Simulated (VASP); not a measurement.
# Rh (Fm-3m) in VASP: a series of runs, part 2 of 2

VASP 6.6.1. The steps go on from the part before.

## 4. Vibrations by finite differences, LDA

This run uses another cell than the first one, of 13.26 Å³/atom, 0.970 times its volume.

INCAR

```
SYSTEM = Rh
PREC     = Accurate       ! precision mode
ENCUT    = 520            ! plane-wave cutoff, eV
EDIFF    = 1E-8           ! SCF threshold, eV
ISMEAR   = 0              ! smearing method
SIGMA    = 0.1            ! smearing width, eV
LREAL    = .False.        ! projectors in reciprocal space
LASPH    = .True.         ! aspherical terms in the spheres
NELM     = 100            ! most SCF steps
ALGO     = Normal         ! electronic algorithm
ISIF     = 3              ! what is computed and relaxed
LWAVE    = .False.        ! write WAVECAR
LCHARG   = .False.        ! write CHGCAR
GGA      = CA             ! functional
NBANDS   = 14             ! bands
IBRION   = 6              ! ionic algorithm
NFREE    = 2            
POTIM    = 0.015          ! step
NSW      = 1              ! ionic steps
```

KPOINTS

```
regular mesh
0
Gamma
  18 18 18
  0 0 0
```

POSCAR

```
Rh                                      
1.0
    0.0000000000      1.8786181581      1.8786181581
    1.8786181581      0.0000000000      1.8786181581
    1.8786181581      1.8786181581      0.0000000000
  Rh            
     1
Direct
     0.0000000000000000    0.0000000000000000    0.0000000000000000
```

Potentials or basis: VASP PAW LDA potentials, release 64 (Rh_pv).

Started as:

```sh
$ cat potpaw_LDA.64/Rh_pv/POTCAR > POTCAR
$ mpirun -np 1 vasp_std > vasp.out
```

OUTCAR:

```text
SYSTEM = Rh
   PREC = Accurate
   ENCUT = 520
   EDIFF = 1E-8
   ISMEAR = 0
   LREAL = .False.
   LASPH = .True.
   NELM = 100
   ISIF = 3
   GGA = CA
   IBRION = 6
   NFREE = 2
   POTIM = 0.015
   NSW = 1

 ion  position               nearest neighbor table
   1  0.000  0.000  0.000-

  LATTYP: Found a face centered cubic cell.
 ALAT       =     3.7572363162

  Lattice vectors:

 A1 = (   0.0000000000,   1.8786181581,   1.8786181581)
 A2 = (   1.8786181581,   0.0000000000,   1.8786181581)
 A3 = (   1.8786181581,   1.8786181581,   0.0000000000)

Analysis of symmetry for initial positions (statically):
=====================================================================
 Subroutine PRICEL returns:
 Original cell was already a primitive cell.
[... 814 lines left out ...]
  z     0.00000     0.00000     0.00000    -0.00000    -0.00000     0.00000

 INTERNAL STRAIN TENSORS FROM DISPLACED ATOMS
 ============================================

 INTERNAL STRAIN TENSOR FOR ION    1 for displacements in x,y,z  (eV/Angst):
          X           Y           Z          XY          YZ          ZX
  --------------------------------------------------------------------------------
  x     0.00000     0.00000     0.00000     0.00000     0.00000     0.00000
  y     0.00000     0.00000     0.00000     0.00000     0.00000     0.00000
  z     0.00000     0.00000     0.00000     0.00000     0.00000     0.00000

 Eigenvectors and eigenvalues of the dynamical matrix
 ----------------------------------------------------

   1 f  =    0.000000 THz     0.000000 2PiTHz    0.000000 cm-1     0.000000 meV
             X         Y         Z           dx          dy          dz
      0.000000  0.000000  0.000000     0.575493   -0.817806    0.000000

   2 f  =    0.000000 THz     0.000000 2PiTHz    0.000000 cm-1     0.000000 meV
             X         Y         Z           dx          dy          dz
      0.000000  0.000000  0.000000    -0.817806   -0.575493    0.000000

   3 f  =    0.000000 THz     0.000000 2PiTHz    0.000000 cm-1     0.000000 meV
             X         Y         Z           dx          dy          dz
      0.000000  0.000000  0.000000     0.000000    0.000000    1.000000

--------------------------------------------------------------------------------------------------------

 ELASTIC MODULI CONTR FROM IONIC RELAXATION (kBar)
 Direction    XX          YY          ZZ          XY          YZ          ZX
 --------------------------------------------------------------------------------
 XX           0.0000      0.0000      0.0000      0.0000      0.0000      0.0000
 YY           0.0000      0.0000      0.0000      0.0000      0.0000      0.0000
 ZZ           0.0000      0.0000      0.0000      0.0000      0.0000      0.0000
 XY           0.0000      0.0000      0.0000      0.0000      0.0000      0.0000
 YZ           0.0000      0.0000      0.0000      0.0000      0.0000      0.0000
 ZX           0.0000      0.0000      0.0000      0.0000      0.0000      0.0000
 --------------------------------------------------------------------------------

 TOTAL ELASTIC MODULI (kBar)
 Direction    XX          YY          ZZ          XY          YZ          ZX
 --------------------------------------------------------------------------------
 XX        5038.8166   2218.2482   2218.2482      0.0000     -0.0000     -0.0000
 YY        2218.2482   5038.8166   2218.2482     -0.0000      0.0000      0.0000
 ZZ        2218.2482   2218.2482   5038.8166     -0.0000      0.0000      0.0000
 XY           0.0000     -0.0000     -0.0000   2175.7690      0.0000      0.0000
 YZ          -0.0000      0.0000      0.0000      0.0000   2175.7690      0.0000
 ZX          -0.0000      0.0000      0.0000      0.0000      0.0000   2175.7690
 --------------------------------------------------------------------------------
```

OSZICAR:

```text
N       E                     dE             d eps       ncg     rms          rms(c)
DAV:   1     0.116920722258E+03    0.11692E+03   -0.87445E+03  5496   0.115E+03
DAV:   2    -0.773615149605E+01   -0.12466E+03   -0.11933E+03  6144   0.342E+02
DAV:   3    -0.925080819066E+01   -0.15147E+01   -0.15127E+01  6408   0.413E+01
[... 15 lines left out ...]
DAV:   3    -0.868695747578E+01    0.41584E-03   -0.13037E-03  6576   0.546E-01    0.818E-03
DAV:   4    -0.868696403361E+01   -0.65578E-05   -0.11597E-04  5760   0.123E-01    0.337E-03
DAV:   5    -0.868696430302E+01   -0.26941E-06   -0.76861E-07  6294   0.987E-03    0.141E-03
DAV:   6    -0.868696451425E+01   -0.21122E-06   -0.42189E-08  6114   0.302E-03    0.131E-04
DAV:   7    -0.868696451573E+01   -0.14843E-08   -0.28727E-09  3510   0.704E-04
  15 F= -.86869645E+01 E0= -.86837827E+01  d E =-.636371E-02
```

stdout:

```text
POSCAR found type information on POSCAR Rh
 POSCAR found :  1 types and       1 ions
 scaLAPACK will be used
 LDA part: xc-table for (Slater(with rela. corr.)+CA(PZ))
 , standard interpolation
 POSCAR, INCAR and KPOINTS ok, starting setup
 FFT: planning ... GRIDC
 FFT: planning ... GRID_SOFT
 FFT: planning ... GRID
 WAVECAR not read
 entering main loop
 Found     1 degrees of freedom:
 Adding 6 more for cell shape distortion
 Finite differences POTIM= 0.01500 DOF=   7
 bond charge predicted
 Finite differences progress:
 bond charge predicted
 Finite differences progress:
 bond charge predicted
 Finite differences progress:
 bond charge predicted
 Finite differences progress:
 bond charge predicted
 Finite differences progress:
 bond charge predicted
 Finite differences progress:
 bond charge predicted
 Finite differences progress:
 bond charge predicted
 Finite differences progress:
 bond charge predicted
 Finite differences progress:
 bond charge predicted
 Finite differences progress:
 bond charge predicted
 Finite differences progress:
 bond charge predicted
 Finite differences progress:
 bond charge predicted
 Finite differences progress:
 bond charge predicted
 Finite differences progress:
```

Run time: 21 min. Hardware: 1 thread of Intel Xeon Platinum 8259CL at 2.50GHz (Skylake/Cascade Lake), shared host; peak memory 0.55 GiB.

Results:

```yaml
Elastic_constants_C11_C12_C44: 504, 222, 218 GPa
Voigt_bulk_modulus: 316 GPa
```

Elastic tensor in Voigt notation (GPa, in the Cartesian axes of the cell as first typed):
```
504 222 222   0   0   0
222 504 222   0   0   0
222 222 504   0   0   0
  0   0   0 218   0   0
  0   0   0   0 218   0
  0   0   0   0   0 218
```

Clamped-ion elastic tensor (GPa):
```
504 222 222   0   0   0
222 504 222   0   0   0
222 222 504   0   0   0
  0   0   0 218   0   0
  0   0   0   0 218   0
  0   0   0   0   0 218
```

Caveat: elastic constants of metals need much finer meshes, so these are rough.
